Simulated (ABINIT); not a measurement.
Hf:

```
CELL_PARAMETERS angstrom
3.19670 0.00000 0.00000
-1.59835 2.76842 0.00000
0.00000 0.00000 5.05780
ATOMIC_POSITIONS crystal
Hf 0.66667 0.33333 0.75000
Hf 0.33333 0.66667 0.25000
```

Base run:

- Program: ABINIT 10.8.3 (patched build)
- Functional: LDA
- Potentials or basis: PseudoDojo NC SR LDA v0.4.1 standard
- Cutoff: 707 eV
- k mesh: 8 × 8 × 4
- Occupations: fermi-dirac, width 0.05 eV
- Spin: no spin polarisation

Its results: band gap on the k mesh none (metal or under the smearing width); pressure -9.2 GPa.

**Question.** The run is repeated on the same cell with these changes: functional from LDA to PBE; potentials or basis from PseudoDojo NC SR LDA v0.4.1 standard to PseudoDojo NC SR PBE v0.4.1 standard. What comes out?

**Answer.** Band gap on the k mesh none (metal or under the smearing width); pressure 0.3 GPa.

Not every run made on this cell is shown here.
